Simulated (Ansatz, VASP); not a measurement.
Two plane-wave programs on PbS (Galena)

```
CELL_PARAMETERS angstrom
0.00000 2.86857 2.86857
2.86857 0.00000 2.86857
2.86857 2.86857 0.00000
ATOMIC_POSITIONS crystal
Pb 0.00000 0.00000 0.00000
S 0.50000 0.50000 0.50000
```

Alike in both runs: functional LDA; k mesh 7 × 7 × 7; no spin polarisation.

Ansatz relaxed the structure, and its values are those at the end. VASP's run is a single point on that final structure, the one shown.

```csv
,VASP,Ansatz
version,VASP 6.6.1,Ansatz 0.2.0
potentials or method,"VASP PAW LDA potentials, release 64 (Pb_d, S)","plane waves, PAW"
plane-wave cutoff (eV),520,530
occupations,"gaussian, width 0.01 eV",fixed
valence electrons in the cell,20,20
```

|  | VASP | Ansatz | Ansatz less VASP |
| --- | --- | --- | --- |
| gap on the k mesh at the Fermi level (eV) | 0.85 | 0.85 | -0.003 |
| pressure (GPa) | 4.0 | 4.0 | -0.07 |

Spin-orbit coupling is left out, which matters for the levels of Pb.
